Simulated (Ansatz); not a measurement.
SiO2 and the effect of the functional

Space group Fddd:1 (No. 70). a = 4.719 Å, b = 9.433 Å, c = 14.726 Å, α = 90.00°, β = 90.00°, γ = 90.00°
```tsv
atom	site	symmetry	x	y	z
Si	16g	..2	0.7500	0.7500	0.9368
O	16f	.2.	0.2500	0.5634	0.7500
O	16d	-1	0.6250	0.8750	0.8750
```

The cell comes from a database or a generator and needn't be the stable form of this composition.

Kept alike: task projected density of states; k mesh 7 × 7 × 7; occupations fermi-dirac, width 0.05 eV; no spin polarisation. Program: Ansatz, Ansatz PAW. Cutoffs run from 420 to 500 eV. The mesh is that of the run's cell of 12 atoms. No spin-orbit coupling.

| run | pressure (GPa) |
| --- | --- |
| A | 2.45 |
| B | -1.72 |
| C | 0.08 |

Pressure is positive in compression, with a Pulay correction for the finite cutoff. All rows use potentials made for PBE.

Task: The runs differ in the functional (and the cutoff that goes with it) alone: LDA; PBEsol; r2SCAN. Which run is which?

Result: Run A is PBEsol; run B is LDA; run C is r2SCAN. The pressure runs from -1.72 (LDA) to 2.45 GPa (PBEsol).
